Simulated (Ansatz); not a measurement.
# AlNi: relaxation of cell and atoms with PBEsol

AlNi:

```
CELL_PARAMETERS angstrom
2.88100 0.00000 0.00000
0.00000 2.88100 0.00000
0.00000 0.00000 2.88100
ATOMIC_POSITIONS crystal
Ni 0.50000 0.50000 0.50000
Al 0.00000 0.00000 0.00000
```

```yaml
Program: Ansatz 0.2.0
Task: relaxation of cell and atoms
Functional: PBEsol
Potentials_or_basis: Ansatz PAW
Cutoff: "420 eV (not typed: the program's choice for these potentials)"
k_mesh: 9 × 9 × 9
Occupations: fermi-dirac, width 0.05 eV
Spin: collinear spin, ferromagnetic start
Starting_moments: "[1.0, 0.0] μB"
Target_pressure: 20 GPa
Target_pressure_GPa: 20
```

* Relaxed volume: 10.67 Å³/atom
* Relaxed cell: a = 2.773 Å, b = 2.773 Å, c = 2.773 Å, α = 90.00°, β = 90.00°, γ = 90.00°
* Space group after relaxing (to 0.05 Å): Pm-3m (No. 221)
* Energy change on relaxing (the enthalpy is what falls): +57.8 meV/atom
* Ionic steps: 7
* Pressure after relaxing: 20.0 GPa
* Band gap on the k mesh: none (metal or under the smearing width)
* Net moment: 0.00 μB per cell
* Absolute moment: 0.00 μB per cell

The path:
```csv
step,energy change (eV),largest force (eV/Å),volume (Å³)
1,0.0000,0.0000,23.91
2,0.0544,0.0000,21.92
3,0.1282,0.0000,21.23
4,0.1141,0.0000,21.34
5,0.1149,0.0000,21.34
6,0.1156,0.0000,21.33
7,0.1156,0.0000,21.33
```

Final structure:
```
CELL_PARAMETERS angstrom
2.77345 0.00000 0.00000
0.00000 2.77345 0.00000
0.00000 0.00000 2.77345
ATOMIC_POSITIONS crystal
Ni 0.50000 0.50000 0.50000
Al 0.00000 0.00000 0.00000
```

Levels at points of the mesh, in eV from the Fermi level:
Spin up:
```csv
k point,band 7,band 8,band 9,band 10,band 11,band 12,band 13,band 14
"(0.00, 0.00, 0.00)",-3.90,-1.84,-1.84,-1.84,5.93,5.93,5.93,8.44
```
Spin down:
| k point | band 7 | band 8 | band 9 | band 10 | band 11 | band 12 | band 13 | band 14 |
| --- | --- | --- | --- | --- | --- | --- | --- | --- |
| (0.00, 0.00, 0.00) | -3.90 | -1.84 | -1.84 | -1.84 | 5.93 | 5.93 | 5.93 | 8.44 |

It took 9.4 s on 2 threads of Arm Neoverse V1, on a shared host, peak memory 0.3 GiB.

Caveat: the plane-wave basis is chosen anew once the cell has moved, so the energies of steps on either side of that aren't comparable; the PAW data sets come from PBE, with cores solved anew for the run's functional, which leaves a small shift of forces and pressure; the starting moments weren't kept.
